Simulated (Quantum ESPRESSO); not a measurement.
**RuS2 (Laurite) under changes of volume**

One of the cells (14.718 Å³/atom); the others are scaled copies at fixed shape and fractional positions:

```
Ru S
1.0
     5.61060    0.00000    0.00000
     0.00000    5.61060    0.00000
     0.00000    0.00000    5.61060
Ru S
4 8
Direct
  0.00000 0.50000 0.50000
  0.50000 0.50000 0.00000
  0.50000 0.00000 0.50000
  0.00000 0.00000 0.00000
  0.38831 0.11169 0.88831
  0.11169 0.88831 0.38831
  0.88831 0.38831 0.11169
  0.61169 0.61169 0.61169
  0.61169 0.88831 0.11169
  0.88831 0.11169 0.61169
  0.11169 0.61169 0.88831
  0.38831 0.38831 0.38831
```

```yaml
Program: Quantum ESPRESSO 7.5
Functional: LDA
Potentials_or_basis: GBRV 1.5 LDA
Cutoff: 612 eV
Density_cutoff: 4898 eV
k_mesh: 5 × 5 × 5
Occupations: fermi-dirac, width 0.05 eV
Spin: no spin polarisation
```

```csv
volume (Å³/atom),energy over the lowest point (meV/atom),pressure (GPa),gap on the mesh (eV)
13.835,?,?,?
14.129,0.00,1.7,0.69
14.424,0.78,-2.6,0.70
14.718,8.92,-6.3,0.70
15.012,23.59,-9.7,0.71
15.307,44.03,-12.6,0.71
15.601,69.61,-15.2,0.71
```

Problem. What does the run at 13.835 Å³/atom give?

Solution. Energy over the lowest point 7.52 meV/atom; pressure 6.5 GPa; gap on the mesh 0.68 eV.

Worked out: A Birch-Murnaghan fit of order 3 (a polynomial in V^(-2/3)) to the other rows has its minimum at 14.25 Å³/atom with B0 = V·E''(V) = 208 GPa and B' = 4.8 at fixed shape and positions, which overstates the stiffness. It gives 7.49 meV/atom at 13.835 Å³/atom, against the run's 7.52, and -dE/dV = 6.5 GPa, against 6.5. A straight line through the other rows of the gap, of slope 0.203 eV per unit of ln V, extrapolates to 0.69 eV, against the run's 0.68.

Energies are extrapolated to zero smearing.

Caveats: an odd mesh through Γ misses points on the zone boundary, where band edges often lie. Spin-orbit coupling on Ru is left out.
